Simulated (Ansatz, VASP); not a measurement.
## GaAs in VASP and in Ansatz

POSCAR

```
GaAs
1.0
    0.0000000000      2.8330831910      2.8330831910
    2.8330831910      0.0000000000      2.8330831910
    2.8330831910      2.8330831910      0.0000000000
Ga As
1 1
Direct
    0.0000000000      0.0000000000      0.0000000000
    0.2500000000      0.2500000000      0.2500000000
```

Contents of INCAR.step1:

```
SYSTEM = GaAs
PREC     = Accurate       ! precision mode
ENCUT    = 520            ! plane-wave cutoff, eV
EDIFF    = 1E-5           ! SCF threshold, eV
ISMEAR   = 0              ! smearing method
SIGMA    = 0.01           ! smearing width, eV
LREAL    = .FALSE.        ! projectors in reciprocal space
LASPH    = .TRUE.         ! aspherical terms in the spheres
NELM     = 100            ! most SCF steps
ALGO     = Normal         ! electronic algorithm
ISIF     = 2              ! what is computed and relaxed
LWAVE    = .TRUE.         ! write WAVECAR
LCHARG   = .FALSE.        ! write CHGCAR
GGA      = PE             ! functional
NBANDS   = 16             ! bands
```

The input INCAR.step2:

```
SYSTEM = GaAs
PREC     = Accurate       ! precision mode
ENCUT    = 520            ! plane-wave cutoff, eV
EDIFF    = 1E-6           ! SCF threshold, eV
ISMEAR   = 0              ! smearing method
SIGMA    = 0.01           ! smearing width, eV
LREAL    = .FALSE.        ! projectors in reciprocal space
LASPH    = .TRUE.         ! aspherical terms in the spheres
NELM     = 100            ! most SCF steps
ALGO     = Normal         ! electronic algorithm
ISIF     = 2              ! what is computed and relaxed
LWAVE    = .FALSE.        ! write WAVECAR
LCHARG   = .FALSE.        ! write CHGCAR
GGA      = PE             ! functional
LHFCALC  = .TRUE.         ! exact exchange
AEXX     = 0.35           ! exact-exchange fraction
HFSCREEN = 0.2078         ! screening, 1/A
PRECFOCK = Normal       
ISTART   = 1            
NBANDS   = 16             ! bands
```

The input KPOINTS:

```
regular mesh
0
G
  4 4 4
  0 0 0
```

Input for Ansatz:

```yaml
crystal:
  lattice:
    - [0.0, 2.833083191, 2.833083191]
    - [2.833083191, 0.0, 2.833083191]
    - [2.833083191, 2.833083191, 0.0]
  atoms:
    - { symbol: Ga, position: [0.0, 0.0, 0.0] }
    - { symbol: As, position: [0.25, 0.25, 0.25] }
kpoints:
  mp_grid: { grid: [4, 4, 4] }
hamiltonian:
  xc:
    exchange: pbe
    correlation: pbe
    exx: { coeff: 0.35, omega: 0.2078 }
scf:
  occupations: { method: fixed }
  n_extra_bands: 4
output:
  forces: true
  stress: true
  eigenvalues: true
```

Alike in both runs: task single point; functional PBE-based screened hybrid; k mesh 4 × 4 × 4; no spin polarisation.

|  | VASP | Ansatz |
| --- | --- | --- |
| version | VASP 6.6.1 | Ansatz 0.2.0 |
| potentials or method | VASP PAW PBE potentials, release 64 (Ga_d, As) | plane waves |
| plane-wave cutoff (eV) | 520 | 420 |
| occupations | gaussian, width 0.01 eV | fixed |
| valence electrons in the cell | 18 | 28 |

|  | VASP | Ansatz | Ansatz less VASP |
| --- | --- | --- | --- |
| gap on the k mesh at the Fermi level (eV) | 1.83 | 1.84 | +0.005 |
| pressure (GPa) | -0.2 | 0.2 | +0.32 |

The two sets of potentials don't hold the same shells in valence. Ansatz warned: «stress_exchange_threshold_loose».

Caveats: the k mesh is coarse (spacing up to 0.48 Å⁻¹), so the values aren't converged; the PAW data sets were made with another functional, which shifts forces and pressure a little (VASP). A k mesh can miss the band edges.
